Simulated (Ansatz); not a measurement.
# AlN: the cost of one run

Computed with Ansatz 0.2.0 (DFT PBEsol, scalar-relativistic, unless a step's input says otherwise).

## 1. Starting point

It takes space group P6_3mc (No. 186, hexagonal). Conventional cell: a = 3.111 Å, b = 3.111 Å, c = 4.978 Å, α = 90.00°, β = 90.00°, γ = 120.00°. Al (site symmetry 3m) is surrounded by 4 N at 1.89 to 1.92 Å. N (site symmetry 3m) has 4 Al at 1.89 to 1.92 Å as nearest neighbours.

As a file:

```
Al N
1.0
     3.11100    0.00000    0.00000
    -1.55550    2.69421    0.00000
     0.00000    0.00000    4.97800
Al N
2 2
Direct
  0.33333 0.66667 0.00000
  0.66667 0.33333 0.50000
  0.33333 0.66667 0.38500
  0.66667 0.33333 0.88500
```

Atoms are numbered in the order of the input: Al1, Al2, N3, N4.

## 2. After the deformation

Space group P6_3mc before, P6_3mc after.

## 3. Full-potential LAPW

Input file input.yaml:

```yaml
crystal:
  lattice:
    - [3.1421121731, 0.0, 0.0]
    - [-1.5710560866, 2.7211489634, 0.0]
    - [0.0, 0.0, 4.978]
  atoms:
    - { symbol: Al, position: [0.3333333333, 0.6666666667, 0.0] }
    - { symbol: Al, position: [0.6666666667, 0.3333333333, 0.5] }
    - { symbol: "N", position: [0.3333333333, 0.6666666667, 0.385] }
    - { symbol: "N", position: [0.6666666667, 0.3333333333, 0.885] }
kpoints:
  mp_grid: { grid: [11, 11, 6] }
  band_path:
    path:
      - [0.0, 0.0, 0.0]
      - [0.5, 0.0, 0.0]
      - [0.3333333333, 0.3333333333, 0.0]
      - [0.0, 0.0, 0.0]
      - [0.0, 0.0, 0.5]
      - [0.5, 0.0, 0.5]
      - [0.3333333333, 0.3333333333, 0.5]
      - [0.0, 0.0, 0.5]
      - [0.5, 0.0, 0.5]
    npoints: 5
scf:
  occupations: { method: fermi_dirac, width: 0.02 }
hamiltonian:
  xc: pbesol
  pseudopotentials: { kind: all_electron, lapw: { basis_error: 0.001 } }
output:
  forces: true
  stress: true
  eigenvalues: true
```

Started as:

```bash
ansatz run input.yaml --threads 1 --pin off --max-ram 6144MiB --backend cpu --events-out ev --progress --plain --runs-dir out
```

What time and memory should one allow on 1 thread of Intel Xeon 6975P-C (Granite Rapids), shared host?

About 20 s, with a peak of 0.41 GiB.
